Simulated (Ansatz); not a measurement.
TiAl3 under changes of volume

One of the cells (15.634 Å³/atom); the others are scaled copies at fixed shape and fractional positions:

```xyz
4
Lattice="-1.9111 1.9111 4.2807 1.9111 -1.9111 4.2807 1.9111 1.9111 -4.2807" Properties=species:S:1:pos:R:3 pbc="T T T"
Ti    0.0000    0.0000    0.0000
Al    1.9111    0.0000    2.1403
Al    0.0000    1.9111    2.1403
Al    0.0000    0.0000    4.2807
```

The cell comes from a database or a generator and needn't be the stable form of this composition.

- Program: Ansatz 0.2.0
- Functional: PBE
- Potentials or basis: all-electron LAPW, scalar-relativistic
- Cutoff: 213 eV (chosen from the basis error)
- Basis error allowed: 0.001 eV/atom
- k mesh: 10 × 10 × 10
- Occupations: fermi-dirac, width 0.05 eV
- Spin: no spin polarisation

```tsv
volume (Å³/atom)	energy over the lowest point (meV/atom)	pressure (GPa)
14.696	35.85	10.0
15.009	19.25	7.1
15.322	8.07	4.4
15.634	1.81	2.1
15.947	0.00	-0.1
16.260	?	?
16.572	8.07	-3.9
```

What does the run at 16.260 Å³/atom give?

Energy over the lowest point 2.21 meV/atom; pressure -2.1 GPa.

Worked out: A Birch-Murnaghan fit of order 3 (a polynomial in V^(-2/3)) to the other rows has its minimum at 15.93 Å³/atom with B0 = V·E''(V) = 106 GPa and B' = 4.0 at fixed shape and positions, which overstates the stiffness. It gives 2.21 meV/atom at 16.260 Å³/atom, against the run's 2.21, and -dE/dV = -2.1 GPa, against -2.1.

Energies are extrapolated to zero smearing.
